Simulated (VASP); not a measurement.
# Mo (P6_3/mmc) in VASP: settings compared, part 2 of 3

VASP 6.6.1. Earlier steps stand in the parts before.

## (3) Relaxation of cell and atoms, PBEsol

INCAR

```
SYSTEM = Mo
  PREC = Accurate
  ENCUT = 600
  EDIFF = 1E-7
  ISMEAR = 0
  SIGMA = 0.1
  LREAL = .False.
  LASPH = .True.
  NELM = 100
  ALGO = Normal
  ISIF = 3
  LWAVE = .False.
  LCHARG = .False.
  GGA = PS
  IBRION = 2
  NSW = 90
  EDIFFG = -0.005
```

KPOINTS

```
Automatic mesh
0
Gamma
  6 6 4
  0 0 0
```

POSCAR

```
Mo
1.0
    2.8046577100      0.0000000000      0.0000000000
   -1.4023288500      2.4289048200      0.0000000000
    0.0000000000      0.0000000000      4.5800060300
Mo
2
Direct
    0.3333333300      0.6666666700      0.2500000000
    0.6666666700      0.3333333300      0.7500000000
```

Potentials or basis: VASP PAW PBE potentials, release 64 (Mo_sv).

Run with:

```console
cat potpaw_PBE.64/Mo_sv/POTCAR > POTCAR
mpirun -np 1 vasp_std > vasp.out
```

OUTCAR:

```text
SYSTEM = Mo
   PREC = Accurate
   ENCUT = 600
   EDIFF = 1E-7
   ISMEAR = 0
   LREAL = .False.
   LASPH = .True.
   NELM = 100
   ISIF = 3
   GGA = PS
   IBRION = 2
   NSW = 90
   EDIFFG = -0.005

 ion  position               nearest neighbor table
   1  0.333  0.667  0.250-   2 2.80   2 2.80   2 2.80   2 2.80   2 2.80   2 2.80
   2  0.667  0.333  0.750-   1 2.80   1 2.80   1 2.80   1 2.80   1 2.80   1 2.80

  LATTYP: Found a hexagonal cell.
 ALAT       =     2.8046577100
 C/A-ratio  =     1.6329999963

  Lattice vectors:

 A1 = (   2.8046577100,   0.0000000000,   0.0000000000)
 A2 = (  -1.4023288500,   2.4289048200,   0.0000000000)
 A3 = (   0.0000000000,   0.0000000000,   4.5800060300)

Analysis of symmetry for initial positions (statically):
=====================================================================
 Subroutine PRICEL returns:
 Original cell was already a primitive cell.

 Routine SETGRP: Setting up the symmetry group for a
 hexagonal supercell.

 Subroutine GETGRP returns: Found 24 space group operations
 (whereof 12 operations were pure point group operations)
 out of a pool of 24 trial point group operations.

The static configuration has the point symmetry D_3d.
 The point group associated with its full space group is D_6h.

Analysis of symmetry for dynamics (positions and initial velocities):
=====================================================================
 Subroutine PRICEL returns:
 Original cell was already a primitive cell.

 Routine SETGRP: Setting up the symmetry group for a
 hexagonal supercell.

 Subroutine GETGRP returns: Found 24 space group operations
 (whereof 12 operations were pure point group operations)
 out of a pool of 24 trial point group operations.

The dynamic configuration has the point symmetry D_3d.
 The point group associated with its full space group is D_6h.

 Subroutine INISYM returns: Found 24 space group operations
 (whereof 12 operations are pure point group operations),
 and found     1 'primitive' translations

----------------------------------------------------------------------------------------

                                     Primitive cell

  volume of cell :      31.2001

  direct lattice vectors                    reciprocal lattice vectors
     2.804657710  0.000000000  0.000000000     0.356549748  0.205854093  0.000000000
    -1.402328850  2.428904820  0.000000000     0.000000000  0.411708187  0.000000000
     0.000000000  0.000000000  4.580006030     0.000000000  0.000000000  0.218340324

  length of vectors
     2.804657710  2.804657702  4.580006030     0.411708186  0.411708187  0.218340324

  position of ions in fractional coordinates (direct lattice)
     0.333333330  0.666666670  0.250000000
     0.666666670  0.333333330  0.750000000

  ion indices of the primitive-cell ions
   primitive index   ion index
                 1           1
                 2           2

----------------------------------------------------------------------------------------

 KPOINTS: Automatic mesh

Automatic generation of k-mesh.
[... 23 lines left out ...]
  0.000000  0.000000  0.000000      1.000000
  0.166667  0.000000  0.000000      6.000000
  0.333333 -0.000000  0.000000      6.000000
  0.500000 -0.000000  0.000000      3.000000
  0.166667  0.166667  0.000000      6.000000
  0.333333  0.166667  0.000000     12.000000
[... 13 lines left out ...]
  0.333333  0.166667  0.500000     12.000000
  0.333333  0.333333  0.500000      2.000000
   k-points           NKPTS =     21   k-points in BZ     NKDIM =     21   number of bands    NBANDS=     18
   number of dos      NEDOS =    301   number of ions     NIONS =      2
   total plane-waves  NPLWV =  23040
   dimension x,y,z NGX =    24 NGY =   24 NGZ =   40
   dimension x,y,z NGXF=    48 NGYF=   48 NGZF=   80
   ions per type =               2
   NGX,Y,Z   is equivalent  to a cutoff of  14.23, 14.23, 14.52 a.u.
   NGXF,Y,Z  is equivalent  to a cutoff of  28.45, 28.45, 29.04 a.u.
 SYSTEM =  Mo
   PREC   = accura    normal or accurate (medium, high low for compatibility)
   ISTART =      0    job   : 0-new  1-cont  2-samecut
   ICHARG =      2    charge: 1-file 2-atom 10-const
   ISPIN  =      1    spin polarized calculation?
   LNONCOLLINEAR =      F non collinear calculations
   LSORBIT =      F    spin-orbit coupling
   LASPH  =      T    aspherical Exc in radial PAW
   ENCUT  =  600.0 eV  44.10 Ry    6.64 a.u.   5.60  5.60  9.15*2*pi/ulx,y,z
   NELM   =    100;   NELMIN=  2; NELMDL= -5     # of ELM steps
   EDIFF  = 0.1E-06   stopping-criterion for ELM
   LREAL  =      F    real-space projection
   EDIFFG = -.5E-02   stopping-criterion for IOM
   NSW    =     90    number of steps for IOM
   IBRION =      2    ionic relax: 0-MD 1-quasi-New 2-CG
   NFREE  =      1    steps in history (QN), initial steepest desc. (CG)
   ISIF   =      3    stress and relaxation
   ISYM   =      2    0-nonsym 1-usesym 2-fastsym
   POTIM  = 0.5000    time-step for ionic-motion
   TEBEG  =    0.0;   TEEND  =   0.0 temperature during run
   PSTRESS=    0.0 pullay stress
   NELECT =      28.0000    total number of electrons
   NUPDOWN=      -1.0000    fix difference up-down
   EMIN   =  10.00;   EMAX   =-10.00  energy-range for DOS
   EFERMI =   0.00;   METHOD = LEGACY
   ISMEAR =     0;   SIGMA  =   0.10  broadening in eV -4-tet -1-fermi 0-gaus
   EFERMI_NEDOS =   21; number of points for ismear=-14 and -15
   IALGO  =     38    algorithm
   IMIX   =      4    mixing-type and parameters
     AMIX     =   0.40;   BMIX     =  1.00
     AMIX_MAG =   1.60;   BMIX_MAG =  1.00
  volume/ion in A,a.u.               =      15.60       105.27
  Fermi-wavevector in a.u.,A,eV,Ry     =   1.579097  2.984060 33.926755  2.493546
  Thomas-Fermi vector in A             =   2.679528
   LORBIT       =      0    0 simple, 1 ext, 2 COOP (PROOUT), +10 PAW based schemes
   GGA     = PS    functional components
   LHFCALC =     F    Hartree Fock is set to
   AEXX    =    0.0000 exact exchange contribution
   IVDW    =     0    specifies the selected vdW correction
   LEPSILON=     F    determine dielectric tensor
   LRPA    =     F    only Hartree local field effects (RPA)
 conjugate gradient relaxation of ions
 non-spin polarized calculation
 Gauss-broadening in eV      SIGMA  =   0.10
  energy-cutoff  :      600.00
  volume of cell :       31.20
 maximum number of plane-waves:      1087
 NGX is ok and might be reduce to    24
   NGX = 11   NGY = 11   NGZ = 19

--------------------------------------- Ionic step        1  -------------------------------------------

 number of electron      28.0000001 magnetization

 Free energy of the ion-electron system (eV)
  ---------------------------------------------------
  ext. energy  EPLUGINS =         0.00000000
  ---------------------------------------------------
  free energy    TOTEN  =       -22.58324936 eV

  energy without entropy =      -22.56145032  energy(sigma->0) =      -22.57234984

------------------------ aborting loop because EDIFF is reached ----------------------------------------

  FORCE on cell =-STRESS in cart. coord.  units (eV):
  Direction    XX          YY          ZZ          XY          YZ          ZX
  --------------------------------------------------------------------------------------
  -------------------------------------------------------------------------------------
  Total       -0.1455689     -0.1455689     -0.6068992     -0.0000000      0.0000000     -0.0000000
  in kB       -7.4752005     -7.4752005    -31.1652562     -0.0000000      0.0000000     -0.0000000
  external PRESSURE =     -15.3718857 kB  Pullay stress =       0.0000000 kB
[... 89 lines left out ...]
  FREE ENERGIE OF THE ION-ELECTRON SYSTEM (eV)
  ---------------------------------------------------
  free  energy   TOTEN  =       -22.5857759761 eV

  energy  without entropy=      -22.5657562146  energy(sigma->0) =      -22.57576610

[... ionic steps 4 to 11 ...]

--------------------------------------- Ionic step       12  -------------------------------------------

 number of electron      27.9999999 magnetization

------------------------ aborting loop because EDIFF is reached ----------------------------------------
[... 67 lines left out ...]
--------------------------------------- Ionic step       14  -------------------------------------------

 number of electron      27.9999999 magnetization

 Free energy of the ion-electron system (eV)
  ---------------------------------------------------
  ext. energy  EPLUGINS =         0.00000000
  ---------------------------------------------------
  free energy    TOTEN  =       -22.59965725 eV

  energy without entropy =      -22.58892191  energy(sigma->0) =      -22.59428958

 E-fermi :  12.1849     XC(G=0): -13.5516

 val. band max:       12.1147873279   @ k =   0.1667   0.0000   0.0000
 cond. band min:      12.2357476529   @ k =   0.1667   0.0000   0.0000
 fundamental gap:      0.1209603250
 Fermi energy:        12.1849101663

 k-point     1 :       0.0000    0.0000    0.0000
  band No.  band energies     occupation
      1     -48.3921      2.00000
      2     -48.0768      2.00000
      3     -23.1699      2.00000
      4     -21.9906      2.00000
      5     -21.9906      2.00000
      6     -21.7428      2.00000
[... 459 lines left out ...]
  FREE ENERGIE OF THE ION-ELECTRON SYSTEM (eV)
  ---------------------------------------------------
  free  energy   TOTEN  =       -22.5996572538 eV

  energy  without entropy=      -22.5889219074  energy(sigma->0) =      -22.59428958

 reached required accuracy - stopping structural energy minimisation
```

OSZICAR:

```text
N       E                     dE             d eps       ncg     rms          rms(c)
DAV:   1     0.318552869504E+03    0.31855E+03   -0.19901E+04   756   0.183E+03
DAV:   2    -0.151039040875E+02   -0.33366E+03   -0.32937E+03   848   0.518E+02
DAV:   3    -0.238448635875E+02   -0.87410E+01   -0.83830E+01   950   0.788E+01
[... 114 lines left out ...]
DAV:   1    -0.225996797094E+02   -0.24980E-04   -0.68445E-04   764   0.289E-01    0.465E-02
DAV:   2    -0.225996601557E+02    0.19554E-04   -0.46387E-05   772   0.672E-02    0.982E-03
DAV:   3    -0.225996578009E+02    0.23547E-05   -0.87041E-06   822   0.268E-02    0.753E-03
DAV:   4    -0.225996573065E+02    0.49445E-06   -0.21789E-07   576   0.426E-03    0.797E-04
DAV:   5    -0.225996572538E+02    0.52721E-07   -0.11543E-07   380   0.349E-03
  14 F= -.22599657E+02 E0= -.22594290E+02  d E =-.259795E-05
```

Wall time 55 s (1 thread of Intel Xeon 6975P-C (Granite Rapids), shared host); peak memory 0.16 GiB.

What came out:

| Property | Result |
| --- | --- |
| Free energy | -22.5997 eV |
| Relaxed volume | 15.50 Å³/atom |
| Relaxed cell | a = 2.848 Å, b = 2.848 Å, c = 4.412 Å, α = 90.00°, β = 90.00°, γ = 120.00° |
| Space group after relaxing (to 0.05 Å) | P6_3/mmc (No. 194) |
| Energy gained by relaxing | 8.2 meV/atom |
| Ionic steps | 14 |
| Pressure after relaxing | 0.0 GPa |
| Band gap on the k mesh | none (metal or under the smearing width) |

Step by step:
```tsv
step	energy change (eV)	largest force (eV/Å)	pressure (GPa)	volume (Å³)
1	0.0000	0.0000	-1.54	31.20
2	0.0002	0.0000	3.97	30.53
3	-0.0025	0.0000	1.11	30.86
4	-0.0072	0.0000	1.76	30.78
5	-0.0104	0.0000	4.07	30.52
6	-0.0113	0.0000	3.08	30.63
7	-0.0150	0.0000	1.65	30.80
8	-0.0164	0.0000	0.32	30.96
9	-0.0164	0.0000	0.26	30.97
10	-0.0164	0.0000	0.18	30.97
11	-0.0164	0.0000	0.08	30.99
12	-0.0164	0.0000	0.07	30.99
13	-0.0164	0.0000	0.08	30.99
14	-0.0164	0.0000	0.01	30.99
```

Final structure:
```yaml
crystal:
  lattice:
    - [2.84797, 0.00000, 0.00000]
    - [-1.42399, 2.46642, 0.00000]
    - [0.00000, 0.00000, 4.41238]
  atoms:
    - { symbol: Mo, position: [0.33333, 0.66667, 0.25000] }
    - { symbol: Mo, position: [0.66667, 0.33333, 0.75000] }
```

Caveat: the k mesh is coarse (spacing up to 0.43 Å⁻¹), so the values aren't converged; the PAW data sets were made with another functional, which shifts forces and pressure a little.

## (4) Single point, PBEsol

INCAR

```
SYSTEM = Mo
  PREC = Accurate
  ENCUT = 520
  EDIFF = 1E-6
  ISMEAR = 0
  SIGMA = 0.1
  LREAL = .False.
  LASPH = .True.
  NELM = 100
  ALGO = Normal
  ISIF = 2
  LWAVE = .False.
  LCHARG = .True.
  GGA = PS
  LELF = .True.
  LVHAR = .True.
  NBANDS = 21
```

KPOINTS

```
Automatic mesh
0
Gamma
  18 18 10
  0 0 0
```

POSCAR is that of step 3.

Run with:

```console
cat potpaw_PBE.64/Mo_sv/POTCAR > POTCAR
mpirun -np 1 vasp_std > vasp.out
```

Run time: 51 s. Hardware: 1 thread of Intel Xeon 6975P-C (Granite Rapids), shared host; peak memory 0.24 GiB.

It converged, with:

- Free energy: -22.6078 eV
- Pressure: -1.0 GPa
- Band gap on the k mesh: none (metal or under the smearing width)

Stress tensor (GPa, compression positive):
```
-2.27  0.00  0.00
 0.00 -2.27  0.00
 0.00  0.00  1.45
```

Levels at points of the mesh, in eV from the Fermi level:
```
           k point  band 11  band 12  band 13  band 14  band 15  band 16  band 17  band 18
(0.00, 0.00, 0.00)    -0.86    -0.74    -0.74    -0.01    -0.01     0.91     0.91     1.58
(0.50, 0.00, 0.00)    -4.04    -0.98    -0.55    -0.42     0.17     4.13     4.33     4.55
(0.00, 0.00, 0.50)    -1.36    -1.36    -0.82    -0.82    -0.82    -0.82     2.85     2.85
(0.50, 0.00, 0.50)    -3.06    -3.06     1.04     1.04     1.89     1.89     4.37     4.37
```

Caveat: the PAW data sets were made with another functional, which shifts forces and pressure a little.

(Part 2 of 3 ends here.)
